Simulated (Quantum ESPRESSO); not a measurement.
# Ti (Im-3m) in Quantum ESPRESSO: further runs, part 2 of 2

Quantum ESPRESSO 7.5. Earlier steps stand in the parts before.

### Step 3. Relaxation of cell and atoms, PBE, target pressure 2 GPa, at which the enthalpy is minimised

Input file pw.in:

```
&CONTROL
  calculation = 'vc-relax'
  prefix = 'pwscf'
  outdir = './tmp'
  pseudo_dir = './pseudo'
  tprnfor = .true.
  tstress = .true.
  disk_io = 'low'
  nstep = 40
  forc_conv_thr = 0.0004
  etot_conv_thr = 1d-05
/
&SYSTEM
  ibrav = 0
  A = 2.84229538
  nat = 1
  ntyp = 1
  ecutwfc = 63
  ecutrho = 506
  nbnd = 12
  occupations = 'smearing'
  smearing = 'fd'
  degauss = 0.00367493
/
&ELECTRONS
  conv_thr = 2d-10
  electron_maxstep = 120
  mixing_beta = 0.5
/
&IONS
  ion_dynamics = 'bfgs'
/
&CELL
  cell_dynamics = 'bfgs'
  press = 20
  press_conv_thr = 0.3
/
ATOMIC_SPECIES
Ti    47.8670 ti_pbe_v1.4.uspp.F.UPF
CELL_PARAMETERS alat
  -0.5773502682    0.5773502682    0.5773502682
   0.5773502682   -0.5773502682    0.5773502682
   0.5773502682    0.5773502682   -0.5773502682
ATOMIC_POSITIONS alat
Ti     0.0000000000    0.0000000000    0.0000000000
K_POINTS automatic
11 11 11 0 0 0
```

Potentials or basis: SSSP 1.3 efficiency PBE.

Launch:

```bash
$ OMP_NUM_THREADS=1 pw.x -in pw.in > pw.out
```

pw.out:

```text
This program is part of the open-source Quantum ESPRESSO suite
     for quantum simulation of materials; please cite
[... 9 lines left out ...]
     --------------------
     sticks:   dense  smooth     PW     G-vecs:    dense   smooth      PW
     Sum        1105     541    173                22879     8007    1481

     Using Slab Decomposition

     bravais-lattice index     =            0
     lattice parameter (alat)  =       5.3712  a.u.
     unit-cell volume          =     119.2840 (a.u.)^3
     number of atoms/cell      =            1
     number of atomic types    =            1
     number of electrons       =        12.00
     number of Kohn-Sham states=           12
     kinetic-energy cutoff     =      63.0000  Ry
     charge density cutoff     =     506.0000  Ry
     scf convergence threshold =      2.0E-10
     mixing beta               =       0.5000
     number of iterations used =            8  plain     mixing
     energy convergence thresh.=      1.0E-05
     force convergence thresh. =      4.0E-04
     press convergence thresh. =      3.0E-01
     Exchange-correlation=  SLA  PW   PBX  PBC
                           (   1   4   3   4   0   0   0)
     nstep                     =           40

     celldm(1)=   5.371160  celldm(2)=   0.000000  celldm(3)=   0.000000
     celldm(4)=   0.000000  celldm(5)=   0.000000  celldm(6)=   0.000000

     crystal axes: (cart. coord. in units of alat)
               a(1) = (  -0.577350   0.577350   0.577350 )
               a(2) = (   0.577350  -0.577350   0.577350 )
               a(3) = (   0.577350   0.577350  -0.577350 )

     reciprocal axes: (cart. coord. in units 2 pi/alat)
               b(1) = ( -0.000000  0.866025  0.866025 )
[... 1760 lines left out ...]
     Generated by new atomic code, or converted to UPF format
     Using radial grid of  851 points,  6 beta functions with:
                l(1) =   0
                l(2) =   0
                l(3) =   1
                l(4) =   1
                l(5) =   2
                l(6) =   2
     Q(r) pseudized with  6 coefficients,  rinner =    1.000   1.000   1.000
                                                       1.000   1.000

     atomic species   valence    mass     pseudopotential
     Ti               12.00    47.86700     Ti( 1.00)

     48 Sym. Ops., with inversion, found

   Cartesian axes

     site n.     atom                  positions (alat units)
         1        Ti     tau(   1) = (   0.0000000   0.0000000   0.0000000  )

     number of k points=    56  Fermi-Dirac smearing, width (Ry)=  0.0037
                       cart. coord. in units 2pi/alat
        k(    1) = (   0.0000000   0.0000000   0.0000000), wk =   0.0015026
        k(    2) = (   0.0798860   0.0798860   0.0000000), wk =   0.0180316
        k(    3) = (   0.1597720   0.1597720   0.0000000), wk =   0.0180316
        k(    4) = (   0.2396581   0.2396581   0.0000000), wk =   0.0180316
        k(    5) = (   0.3195441   0.3195441   0.0000000), wk =   0.0180316
        k(    6) = (   0.3994301   0.3994301  -0.0000000), wk =   0.0180316
[... 48 lines left out ...]
        k(   55) = (  -0.7988602  -0.0798860  -0.0798860), wk =   0.0120210
        k(   56) = (  -0.0000000  -0.0000000   0.7988602), wk =   0.0090158

     Dense  grid:    21865 G-vectors     FFT dimensions: (  40,  40,  40)

     Smooth grid:     7803 G-vectors     FFT dimensions: (  27,  27,  27)

     Check: negative core charge=   -0.000010

     Initial potential from superposition of free atoms

     starting charge      11.0000, renormalised to      12.0000

     negative rho (up, down):  1.425E-03 0.000E+00
     Starting wfcs are   10 randomized atomic wfcs +    2 random wfcs

     Self-consistent Calculation

     iteration #  1     ecut=    63.00 Ry     beta= 0.50
     Davidson diagonalization with overlap
     ethr =  1.00E-06,  avg # of iterations = 11.8
[... 391 lines left out ...]
     negative rho (up, down):  5.333E-04 0.000E+00
          total   stress  (Ry/bohr**3)                   (kbar)     P=       20.14
   0.00013689   0.00000000   0.00000000           20.14        0.00        0.00
   0.00000000   0.00013689   0.00000000            0.00       20.14        0.00
   0.00000000   0.00000000   0.00013689            0.00        0.00       20.14

=------------------------------------------------------------------------------=
   JOB DONE.
=------------------------------------------------------------------------------=
```

Wall time 42 s (1 thread of Arm Neoverse V2, shared host); peak memory 0.11 GiB.

Results:

```
Free energy                                            : -1622.3832 eV
Relaxed volume                                         : 16.92 Å³/atom
Relaxed cell                                           : a = 2.801 Å, b = 2.801 Å, c = 2.801 Å, α = 109.47°, β = 109.47°, γ = 109.47°
Space group after relaxing (to 0.05 Å)                 : Im-3m (No. 229)
Energy change on relaxing (the enthalpy is what falls) : -1.7 meV/atom
Ionic steps                                            : 4
Pressure after relaxing                                : 2.0 GPa
Band gap on the k mesh                                 : none (metal or under the smearing width)
```

The path:
```tsv
step	energy change (eV)	largest force (eV/Å)	pressure (GPa)	volume (Å³)
1	0.0000	0.0000	-2.55	17.68
2	-0.0036	0.0000	-0.20	17.27
3	-0.0015	0.0000	2.10	16.90
4	-0.0017	0.0000	2.00	16.92
```

Final structure:
```yaml
crystal:
  lattice:
    - [-1.61724, 1.61724, 1.61724]
    - [1.61724, -1.61724, 1.61724]
    - [1.61724, 1.61724, -1.61724]
  atoms:
    - { symbol: Ti, position: [0.00000, 0.00000, 0.00000] }
```

Levels at points of the mesh, in eV from the Fermi level:
| k point | band 3 | band 4 | band 5 | band 6 | band 7 | band 8 | band 9 | band 10 |
| --- | --- | --- | --- | --- | --- | --- | --- | --- |
| (0.00, 0.00, 0.00) | -32.27 | -32.27 | -5.98 | 1.03 | 1.03 | 1.03 | 2.85 | 2.85 |

### Step 4. Relaxation of cell and atoms, PBE, target pressure 5 GPa, at which the enthalpy is minimised

pw.in: that of step 3 with these lines changed.

```diff
@@ -34,3 +34,3 @@
   cell_dynamics = 'bfgs'
-  press = 20
+  press = 50
   press_conv_thr = 0.3
```

Launch:

```bash
$ OMP_NUM_THREADS=1 pw.x -in pw.in > pw.out
```

Run time: 44 s. Hardware: 1 thread of Arm Neoverse V2, shared host; peak memory 0.11 GiB.

Results (log left out):

- Free energy: -1622.3739 eV
- Relaxed volume: 16.49 Å³/atom
- Relaxed cell: a = 2.777 Å, b = 2.777 Å, c = 2.777 Å, α = 109.47°, β = 109.47°, γ = 109.47°
- Space group after relaxing (to 0.05 Å): Im-3m (No. 229)
- Energy change on relaxing (the enthalpy is what falls): +7.6 meV/atom
- Ionic steps: 4
- Pressure after relaxing: 5.0 GPa
- Band gap on the k mesh: none (metal or under the smearing width)

The path:
```
step  energy change (eV)  largest force (eV/Å)  pressure (GPa)  volume (Å³)
   1              0.0000                0.0000           -2.55        17.68
   2             -0.0026                0.0000            1.44        17.00
   3              0.0090                0.0000            5.33        16.45
   4              0.0076                0.0000            4.99        16.49
```

Final structure:
```
Ti
1.0
    -1.60355    1.60355    1.60355
     1.60355   -1.60355    1.60355
     1.60355    1.60355   -1.60355
Ti
1
Direct
  0.00000 0.00000 0.00000
```

Levels at points of the mesh, in eV from the Fermi level:
| k point | band 4 | band 5 | band 6 | band 7 | band 8 | band 9 |
| --- | --- | --- | --- | --- | --- | --- |
| (0.00, 0.00, 0.00) | -32.18 | -6.02 | 1.05 | 1.05 | 1.05 | 2.93 |

### Step 5. Summary

| cell | gap on the mesh (eV) | pressure (GPa) |
| --- | --- | --- |
| relaxed to 0.3 kbar | none | 0.0 |
| relaxed to 2 GPa | none | 2.0 |
| relaxed to 5 GPa | none | 5.0 |

Alike in all rows: task relaxation of cell and atoms; level PBE; potentials or basis SSSP 1.3 efficiency PBE; no spin polarisation; k mesh 11 × 11 × 11; cutoff (eV) 857; smearing fermi-dirac 0.05 eV.

Absolute energies hang on the potentials; compare differences alone.
